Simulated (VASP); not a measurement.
Runs of VASP 6.6.1 on Se. It takes space group P4/mmm (No. 123, tetragonal). Conventional cell: a = 2.635 Å, b = 2.635 Å, c = 4.355 Å, α = 90.00°, β = 90.00°, γ = 90.00°. Around Se (site symmetry 4/mmm) lie 4 Se at 2.63 Å. The cell was built by a generator and needn't be a form met in nature.

| share of exact exchange | gap on the mesh (eV) | pressure (GPa) |
| --- | --- | --- |
| 0.2 | none | -2.9 |
| 0.1 | none | (a) |
| 0.3 | none | (b) |
| 0.15 | none | -2.3 |
| 0.5 | none | -6.5 |

Alike in all rows: task single point; level PBE0(alpha); potentials or basis VASP PAW PBE potentials, release 64 (Se); no spin polarisation; cell as given; k mesh 5 × 5 × 3; cutoff (eV) 520; smearing fermi-dirac 0.05 eV; the mesh is coarse, so values aren't converged.

Problem. Estimate the missing entries.

Solution. (a) -1.7; (b) -4.1.

Caveats: all runs use coarse meshes; the PAW data sets were made with another functional, which shifts forces and pressure a little.

A k mesh can miss the band edges, and the runs leave out spin-orbit coupling on Se.

A gap of «none» marks a metal or a gap under the smearing width.
